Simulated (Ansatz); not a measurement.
Take a crystal in which O has been replaced by Se on all its sites, with the cell rescaled by a rough guess (in some cases also distorted within its space group) and nothing relaxed:

```
CELL_PARAMETERS angstrom
4.18678 -2.65713 0.00000
4.18678 2.65713 0.00000
-3.04534 0.00000 5.80863
ATOMIC_POSITIONS crystal
Se 0.06400 0.06400 0.15300
Se 0.93600 0.93600 0.84700
```

Theory: DFT PBEsol, scalar-relativistic, plane waves, PAW (Ansatz).

Settings: cutoff 420 eV, Γ-centred mesh 10×10×8 on the computed 2-atom cell, Gaussian smearing of 0.10 eV; no spin polarisation.

Problem. What pressure does the cell carry?

Solution. The pressure is 14.3 GPa (positive in compression), so the cell would expand.

Problem. Is it a metal on this mesh?

Solution. Yes, a band crosses the Fermi level.

The cell holds molecules, and where no dispersion correction was added their binding is poorly described. Spin polarisation was left out, and a magnetic state may lie lower. Some atoms are far too close here, so the PAW spheres overlap strongly and the numbers are rough.

This form isn't the element's structure at ambient conditions. The bands overlap by little, and semilocal functionals make gaps too small, so the missing gap can be the functional's error and not a sign of a true metal.